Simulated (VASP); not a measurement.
GaSb:

```
Sb Ga
1.0
     0.00000    3.05900    3.05900
     3.05900    0.00000    3.05900
     3.05900    3.05900    0.00000
Sb Ga
1 1
Direct
  0.75000 0.75000 0.75000
  0.00000 0.00000 0.00000
```

Base run:

- Program: VASP 6.6.1
- Functional: PW91
- Potentials or basis: VASP PAW PBE potentials, release 64 (Sb, Ga_d)
- Cutoff: 520 eV
- k mesh: 8 × 8 × 8
- Occupations: fermi-dirac, width 0.05 eV
- Spin: no spin polarisation

Its results: pressure 2.4 GPa.

Q: After a change of settings the same cell gave: pressure 3.9 GPa. Which change was it?
A. functional from PW91 to BLYP
B. functional from PW91 to RPBE
C. functional from PW91 to TPSS; further incar settings from ALGO = Fast; EDIFF = 1e-06 to ALGO = Normal; EDIFF = 1e-06
D. functional from PW91 to SCAN; further incar settings from ALGO = Fast; EDIFF = 1e-06 to ALGO = Normal; EDIFF = 1e-06

A: B.

RPBE binds less tightly than PW91, so the same cell stands under more pressure.

Caveats: the PAW data sets were made with another functional, which shifts forces and pressure a little.

Runs at the PBE level aren't shown here.
